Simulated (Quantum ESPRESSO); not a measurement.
# Ti in Quantum ESPRESSO: the effect of functional

Ti:

```
CELL_PARAMETERS angstrom
2.95000 0.00000 0.00000
-1.47500 2.55477 0.00000
0.00000 0.00000 4.68000
ATOMIC_POSITIONS crystal
Ti 0.66667 0.33333 0.75000
Ti 0.33333 0.66667 0.25000
```

Alike in all runs:

| Item | Value |
| --- | --- |
| Program | Quantum ESPRESSO 7.5 |
| Task | phonons |
| Cutoff | 1143 eV |
| Density cutoff | 4572 eV |
| k mesh | 8 × 8 × 5 |
| Occupations | cold, width 0.2 eV |
| Spin | no spin polarisation |

Each run relaxes the cell or the atoms first.

```csv
functional,potentials or basis,relaxed volume (Å³/atom),highest phonon frequency (cm⁻¹)
LDA,PseudoDojo 0.4.1 SR LDA standard,?,?
PBE,PseudoDojo 0.4.1 SR PBE standard,17.40,180
PBEsol,PseudoDojo 0.4.1 SR PBEsol standard,16.73,193
BLYP,PseudoDojo 0.4.1 SR PBE standard,17.81,161
PW91,PseudoDojo 0.4.1 SR PBE standard,17.31,176
WC,PseudoDojo 0.4.1 SR PBE standard,16.76,192
vdW-DF-cx,PseudoDojo 0.4.1 SR PBE standard,16.79,194
```

What does the run with functional LDA give?

Relaxed volume 16.12 Å³/atom; highest phonon frequency 202 cm⁻¹.

Caveats: the mesh is thin for the phonons of a metal; the potentials were made for another functional, which shifts forces and pressure (some runs); before the sum rule the acoustic modes lie tens of cm⁻¹ from zero, a sign that the density grid also shifts the optical modes (some runs).
